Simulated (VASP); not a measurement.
InP: relaxation of cell and atoms with PBEsol

Crystal: InP.

```xyz
2
Lattice="0.0000 2.9391 2.9391 2.9391 0.0000 2.9391 2.9391 2.9391 0.0000" Properties=species:S:1:pos:R:3 pbc="T T T"
In    0.0000    0.0000    0.0000
P     1.4695    1.4695    1.4695
```

The cell isn't the ideal one: cell and atoms relaxed tightly for response.

- Program: VASP 6.6.1
- Task: relaxation of cell and atoms
- Functional: PBEsol
- Potentials or basis: VASP PAW PBE potentials, release 64 (In_d, P)
- Cutoff: 600 eV
- k mesh: 10 × 10 × 10
- Occupations: gaussian, width 0.01 eV
- Spin: no spin polarisation
- Dipole correction: no
- Further INCAR settings: ALGO = Fast; EDIFF = 1e-06; IBRION = 2; EDIFFG = -0.001; NSW = 80; ISIF = 3

| Property | Result |
| --- | --- |
| Relaxed volume | 25.40 Å³/atom |
| Relaxed cell | a = 4.157 Å, b = 4.157 Å, c = 4.157 Å, α = 60.00°, β = 60.00°, γ = 60.00° |
| Space group after relaxing (to 0.05 Å) | F-43m (No. 216) |
| Energy gained by relaxing | 0.0 meV/atom |
| Ionic steps | 3 |
| Pressure after relaxing | 0.0 GPa |
| Band gap on the k mesh | 0.57 eV, direct |

Final structure:
```yaml
crystal:
  lattice:
    - [0.00000, 2.93959, 2.93959]
    - [2.93959, 0.00000, 2.93959]
    - [2.93959, 2.93959, 0.00000]
  atoms:
    - { symbol: In, position: [0.00000, 0.00000, 0.00000] }
    - { symbol: P, position: [0.25000, 0.25000, 0.25000] }
```

Levels at points of the mesh, in eV from the valence-band top:
```tsv
k point	band 5	band 6	band 7	band 8	band 9	band 10	band 11	band 12	band 13
(0.00, 0.00, 0.00)	-13.98	-11.48	0.00	0.00	0.00	0.57	4.02	4.02	4.02
(0.50, 0.00, 0.00)	-13.97	-9.76	-5.75	-0.97	-0.97	1.38	4.74	4.74	6.93
(0.50, 0.50, 0.00)	-13.94	-9.11	-5.78	-2.32	-2.32	1.65	2.17	9.04	9.47
```

It took 58 s on 1 thread of AMD EPYC 9R45 96-Core Processor (Zen 5), with other jobs on the host, peak memory 0.2 GiB.

Caveat: the PAW data sets were made with another functional, which shifts forces and pressure a little; spin-orbit coupling is left out, which moves the levels of the heavy elements.
